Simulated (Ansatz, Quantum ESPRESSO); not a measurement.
## Y: programs and potentials compared

```xyz
2
Lattice="3.6474 0.0000 0.0000 -1.8237 3.1587 0.0000 0.0000 0.0000 5.7306" Properties=species:S:1:pos:R:3 pbc="T T T"
Y     1.8572    1.0164    4.3050
Y    -0.0239    2.1294    1.4649
```

Atoms were shifted at random by some hundredths of an Å from the given cell, which wasn't relaxed again for these runs.

Alike in all runs: task single point; functional PBEsol; k mesh 8 × 8 × 5; occupations fermi-dirac, width 0.05 eV; no spin polarisation; no spin-orbit coupling. Pressure is positive in compression and, in plane waves, holds the error of the finite cutoff, which Ansatz's Pulay term estimates and takes out.

```
                        program and potentials  plane-wave cutoff (eV)                                                 notes  pressure (GPa)  largest force (eV/Å)  energy over the undisturbed cell (meV/atom)
                            Ansatz, Ansatz PAW                     420  potentials made for PBE, which Ansatz adapts in part           -2.02                 0.117                                         2.19
             Quantum ESPRESSO, GBRV 1.5 PBEsol                     612                                                     -           -2.06                 0.117                                         2.19
Ansatz, all-electron LAPW, scalar-relativistic                       -                                                     -           -2.02                 0.117                                            -
```

Force on atom 1 (Y), eV/Å:

```
                        program and potentials       x      y      z
                            Ansatz, Ansatz PAW  -0.059  0.066  0.077
             Quantum ESPRESSO, GBRV 1.5 PBEsol  -0.059  0.066  0.077
Ansatz, all-electron LAPW, scalar-relativistic  -0.059  0.066  0.077
```

The pressure spans -2.06 (Quantum ESPRESSO, GBRV 1.5 PBEsol) to -2.02 GPa (Ansatz, all-electron LAPW, scalar-relativistic), with all-electron results at -2.02.

Differences between rows come from potentials, basis sets and numerical settings, since the functional is the same but for its coding. Runs on potential files found faulty are left out.
